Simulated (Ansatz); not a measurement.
# TiO2: the cost of one run

Method: DFT PBE+D3(BJ), scalar-relativistic, plane waves, PAW, in Ansatz 0.2.0.

**1. Starting point**

It takes space group C2/m (No. 12, monoclinic). Conventional cell: a = 11.884 Å, b = 3.987 Å, c = 6.537 Å, α = 90.00°, β = 107.01°, γ = 90.00°. Around Li (site symmetry m) lie 5 O at 1.99 to 2.03 Å. Ti (site symmetry m) is surrounded by 5 O at 1.79 to 2.03 Å. Around Ti (site symmetry m) lie 6 O at 1.84 to 2.17 Å. Around O (site symmetry m) lie 2 Ti at 1.79 to 1.84 Å. O (site symmetry m) is surrounded by 1 Li at 2.01 Å and 3 Ti at 2.03 to 2.04 Å. O (site symmetry m) has 2 Li at 1.99 to 2.03 Å and 3 Ti at 2.00 to 2.03 Å as nearest neighbours. O (site symmetry m) has 3 Ti at 1.99 to 2.17 Å and 2 Li at 1.99 Å as nearest neighbours.

As a file:

```
Li Ti O
1.0
     5.94192   -1.99359    0.00291
     5.94192    1.99359    0.00291
    -1.91546    0.00000    6.25013
Li Ti O
2 4 8
Direct
  0.05752 0.05752 0.35023
  0.94248 0.94248 0.64977
  0.71112 0.71112 0.28452
  0.28888 0.28888 0.71548
  0.61340 0.61340 0.70692
  0.38660 0.38660 0.29308
  0.64883 0.64883 0.00054
  0.35117 0.35117 0.99946
  0.77469 0.77469 0.65666
  0.22531 0.22531 0.34334
  0.88682 0.88682 0.32482
  0.11318 0.11318 0.67518
  0.56102 0.56102 0.36025
  0.43898 0.43898 0.63975
```

It goes back to an entry of the Materials Project, which need not be the stable form.

This cell was relaxed beforehand with the same method: volume 10.58 Å³/atom, gap on the mesh none (metal).

Its energy, with the smearing taken to zero, is -14970.5408 eV for the 14-atom cell on a 8×8×6 mesh; differences below count from it.

**2. Next: all Li taken out**

What is left holds 4 Ti, 8 O; the cell stays neutral.

The cell holds 4 Ti, 8 O: a = 6.267 Å, b = 6.267 Å, c = 6.537 Å, α = 106.10°, β = 106.10°, γ = 37.09°.

**3. Quick check of gap, pressure and forces**

input.yaml reads:

```yaml
crystal:
  lattice:
    - [5.9419152939, -1.9935852833, 0.0029120287]
    - [5.9419152939, 1.9935852833, 0.0029120287]
    - [-1.9154645471, 0.0, 6.2501325281]
  atoms:
    - { symbol: Ti, position: [0.7111169887, 0.7111169887, 0.2845213036], spin: 1.0 }
    - { symbol: Ti, position: [0.2888830113, 0.2888830113, 0.7154786964], spin: 1.0 }
    - { symbol: Ti, position: [0.6133960019, 0.6133960019, 0.7069233108], spin: 1.0 }
    - { symbol: Ti, position: [0.3866039981, 0.3866039981, 0.2930766892], spin: 1.0 }
    - { symbol: O, position: [0.6488276318, 0.6488276318, 0.0005403643] }
    - { symbol: O, position: [0.3511723682, 0.3511723682, 0.9994596357] }
    - { symbol: O, position: [0.7746929117, 0.7746929117, 0.6566631816] }
    - { symbol: O, position: [0.2253070883, 0.2253070883, 0.3433368184] }
    - { symbol: O, position: [0.886820718, 0.886820718, 0.324815892] }
    - { symbol: O, position: [0.113179282, 0.113179282, 0.675184108] }
    - { symbol: O, position: [0.5610230575, 0.5610230575, 0.3602512161] }
    - { symbol: O, position: [0.4389769425, 0.4389769425, 0.6397487839] }
basis:
  ecutwfc: 420
kpoints:
  mp_grid: { grid: [6, 6, 4] }
hamiltonian:
  xc: pbe
  dispersion: d3bj
scf:
  occupations: { method: gaussian, width: 0.1 }
  lower_state_search: "off"
output:
  forces: true
  stress: true
  eigenvalues: true
  populations: true
magnetization:
  spin_polarized: true
```

The run is started by

```sh
> ansatz run input.yaml --threads 2 --pin off --max-ram 5120MiB --backend cpu --events-out ev --progress --plain --runs-dir out
```

What time and memory should one allow on 2 threads of Arm Neoverse V1, shared host?

About 64 s, with a peak of 0.82 GiB.
